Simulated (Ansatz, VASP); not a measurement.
**Two plane-wave programs on CdTe**

Contents of INCAR:

```
SYSTEM = CdTe
  ALGO = Normal
  EDIFF = 1E-8
  ENCUT = 520
  GGA = PS
  ISIF = 2
  ISMEAR = -1
  LASPH = .True.
  LCHARG = .False.
  LEFG = .True.
  LREAL = .False.
  LWAVE = .False.
  NBANDS = 16
  NELM = 60
  PREC = Accurate
  SIGMA = 0.01
```

Contents of KPOINTS:

```
k-points
0
Gamma
  7 7 7
  0 0 0
```

The input POSCAR:

```
CdTe
1.0
    0.0000000000      3.3464850666      3.3464850666
    3.3464850666      0.0000000000      3.3464850666
    3.3464850666      3.3464850666      0.0000000000
Cd Te
1 1
Direct
    0.0000000000      0.0000000000      0.0000000000
    0.7500000000      0.7500000000      0.7500000000
```

Input for Ansatz:

```yaml
crystal:
  lattice:
    - [0.0, 3.3464850666, 3.3464850666]
    - [3.3464850666, 0.0, 3.3464850666]
    - [3.3464850666, 3.3464850666, 0.0]
  atoms:
    - { symbol: Cd, position: [0.0, 0.0, 0.0] }
    - { symbol: Te, position: [0.75, 0.75, 0.75] }
kpoints:
  mp_grid: { grid: [7, 7, 7] }
scf:
  occupations: { method: fermi_dirac, width: 0.01 }
hamiltonian:
  xc: pbesol
  pseudopotentials: { kind: paw }
output:
  forces: true
  stress: true
  eigenvalues: true
  efg: { contact_densities: true }
```

Change from the starting cell: volume scaled by 1.06, PAW files.

Alike in both runs: task electric field gradients; functional PBEsol; k mesh 7 × 7 × 7; occupations fermi-dirac, width 0.01 eV; no spin polarisation.

|  | VASP | Ansatz |
| --- | --- | --- |
| version | VASP 6.6.1 | Ansatz 0.2.0 |
| potentials or method | VASP PAW PBE potentials, release 64 (Cd, Te) | PAW with Ansatz's default frozen-core files, scalar-relativistic |
| plane-wave cutoff (eV) | 520 | 420 |
| valence electrons in the cell | 18 | 36 |

```tsv
	VASP	Ansatz	Ansatz less VASP
gap on the k mesh at the Fermi level (eV)	0.38	0.38	0.000
pressure (GPa)	-3.0	-3.1	-0.11
Vzz of the field gradient on the site that differs most (V/Å²)	0.0	0.0	0.00
```

The two sets of potentials don't hold the same shells in valence. Ansatz warned: «gradients_without_spin_orbit».

Caveats: the PAW data sets were made with another functional, which shifts forces and pressure a little (VASP); spin-orbit coupling is left out, which moves the levels of the heavy elements.
